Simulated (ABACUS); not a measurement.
Here is an ABACUS 3.10.1 calculation.

The input INPUT:

```
INPUT_PARAMETERS
suffix              MgB2
calculation         scf
basis_type          pw
pseudo_dir          ./
symmetry            1
dft_functional      pbesol
ecutwfc             84
pseudo_rcut         7
nspin               1
nbands              12
ks_solver           dav
smearing_method     fd
smearing_sigma      0.00367493
scf_thr             1e-08
scf_nmax            100
mixing_type         broyden
mixing_beta         0.7
cal_force           1
cal_stress          1
kpar                4
```

STRU

```
ATOMIC_SPECIES
Mg 24.3050 Mg.upf
B 10.8100 B.upf

LATTICE_CONSTANT
1.8897261246

LATTICE_VECTORS
3.0850000000 0.0000000000 0.0000000000
-1.5425000000 2.6716883707 0.0000000000
0.0000000000 0.0000000000 3.5230000000

ATOMIC_POSITIONS
Direct

Mg
0.0
1
0.0000000000 0.0000000000 0.0000000000 1 1 1

B
0.0
2
0.6666666667 0.3333333333 0.5000000000 1 1 1
0.3333333333 0.6666666667 0.5000000000 1 1 1
```

File KPT:

```
K_POINTS
0
Gamma
10 10 8 0 0 0
```

Potentials or basis: PseudoDojo NC SR 0.4.1 PBEsol standard, plane waves.

The run is started by

```console
$ OMP_NUM_THREADS=1 mpirun -np 4 abacus > log
```

(1) What does it give for the band gap on the k mesh?

(2) Estimate the pressure.

Answers

(1) none (metal or under the smearing width).

(2) -2.6 GPa.
